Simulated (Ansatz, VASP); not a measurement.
## Ga in VASP and in Ansatz

```
Ga
1.0
    -1.42248    1.42248    2.25833
     1.42248   -1.42248    2.25833
     1.42248    1.42248   -2.25833
Ga
1
Cartesian
  0.0000 0.0000 0.0000
```

Change from the starting cell: volume scaled by 1.04.

Alike in both runs: task single point; functional PBEsol; k mesh 16 × 16 × 16; occupations fermi-dirac, width 0.03 eV; no spin polarisation.

```csv
,VASP,Ansatz
version,VASP 6.6.1,Ansatz 0.2.0
potentials or method,"VASP PAW PBE potentials, release 64 (Ga_d), cutoff 520 eV","all-electron LAPW, scalar-relativistic"
```

```csv
,VASP,Ansatz,Ansatz less VASP
pressure (GPa),-1.6,-1.7,-0.03
largest component of the traceless stress (GPa),0.35,0.34,-0.008
```

Ansatz ran all-electron here, so the differences hold the error of VASP's frozen core and of both bases.

Caveats: the PAW data sets were made with another functional, which shifts forces and pressure a little (VASP).
